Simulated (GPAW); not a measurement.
CdS (Hawleyite) in GPAW: the effect of volume scale

Crystal: CdS (Hawleyite).

```xyz
2
Lattice="0.0000 2.9737 2.9737 2.9737 0.0000 2.9737 2.9737 2.9737 0.0000" Properties=species:S:1:pos:R:3 pbc="T T T"
Cd    0.0000    0.0000    0.0000
S     4.4606    4.4606    4.4606
```

Alike in all runs:

- Program: GPAW 26.7.0
- Task: dielectric tensor
- Functional: PBE
- Potentials or basis: GPAW PAW data sets (gpaw-data 1.2.1)
- Cutoff: 400 eV
- Basis: pw
- k mesh: 6 × 6 × 6
- Occupations: fermi-dirac, width 0.001 eV
- Spin: no spin polarisation

Problem. One run gave: gap on the mesh 1.00 eV; dielectric constant 5.89 mean. Which volume scale did it use?
A. 0.96
B. 0.98
C. 1.06
D. 0.94

Solution. C.

```csv
volume scale,gap on the mesh (eV),dielectric constant (mean)
1.06,1.00,5.89
0.94,1.25,5.72
0.96,1.21,5.74
0.98,1.16,5.75
```

Caveats: the long-wavelength limit can be off by several per cent where d states take part.

A k mesh can miss the band edges.
